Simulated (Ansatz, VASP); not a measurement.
This is a calculation of Sc for VASP 6.6.1.

The input INCAR:

```
ALGO     = Normal         # electronic algorithm
EDIFF    = 1E-7           # SCF threshold, eV
ENCUT    = 520            # plane-wave cutoff, eV
GGA      = PE             # functional
ISIF     = 2              # what is computed and relaxed
ISMEAR   = -1             # smearing method
LASPH    = True           # aspherical terms in the spheres
LCHARG   = False          # write CHGCAR
LREAL    = False          # projectors in reciprocal space
LWAVE    = False          # write WAVECAR
NBANDS   = 30             # bands
NELM     = 80             # most SCF steps
PREC     = Accurate       # precision mode
SIGMA    = 0.05           # smearing width, eV
```

File KPOINTS:

```
k-points
0
Gamma
  5 5 8
```

Contents of POSCAR:

```
Sc
1.0
    5.3862811047      0.0000000000      0.0000000000
    0.0000000000      5.3862811047      0.0000000000
    0.0000000000      0.0000000000      3.4121502315
Sc
4
Direct
    0.0000000000      0.5000000000      0.4673360000
    0.5000000000      0.0000000000      0.5326640000
    0.0000000000      0.0000000000      0.0000000000
    0.5000000000      0.5000000000      0.0000000000
```

Potentials or basis: VASP PAW PBE potentials, release 64 (Sc_sv).

Run with:

```sh
$ cat potpaw_PBE.64/Sc_sv/POTCAR > POTCAR
$ mpirun -np 1 vasp_std > vasp.out
```

Question: Set up the same calculation for Ansatz 0.2.0. Potentials there: Ansatz PAW.

Answer: As run (the cutoff follows the program's own potentials):

input.yaml

```yaml
crystal:
  lattice:
    - [5.3862811047, 0.0, 0.0]
    - [0.0, 5.3862811047, 0.0]
    - [0.0, 0.0, 3.4121502315]
  atoms:
    - { symbol: Sc, position: [0.0, 0.5, 0.467336] }
    - { symbol: Sc, position: [0.5, 0.0, 0.532664] }
    - { symbol: Sc, position: [0.0, 0.0, 0.0] }
    - { symbol: Sc, position: [0.5, 0.5, 0.0] }
hamiltonian:
  xc: pbe
  pseudopotentials: { kind: paw }
kpoints:
  mp_grid: { grid: [5, 5, 8] }
scf:
  occupations: { method: fermi_dirac, width: 0.05 }
output:
  forces: true
  stress: true
  eigenvalues: true
```

Potentials or basis: Ansatz PAW.

Command:

```bash
$ ansatz run input.yaml --threads 2 --pin off --max-ram 5120MiB --backend cpu --events-out ev --progress --plain --runs-dir out
```

Both were run:

|  | VASP | Ansatz | Ansatz less VASP |
| --- | --- | --- | --- |
| gap on the k mesh at the Fermi level (eV) | none | none | - |
| pressure (GPa) | 0.1 | 0.1 | -0.03 |
| largest component of the traceless stress (GPa) | 0.48 | 0.49 | +0.005 |
| rms of the force components (eV/Å) | 0.083 | 0.082 | -0.0001 |

Atom by atom the forces differ by 0.000 eV/Å (rms over components). A gap of «none» marks a metal or a gap that the smearing closes. The functional is the same, so the differences come from potentials, cutoffs and numerics.
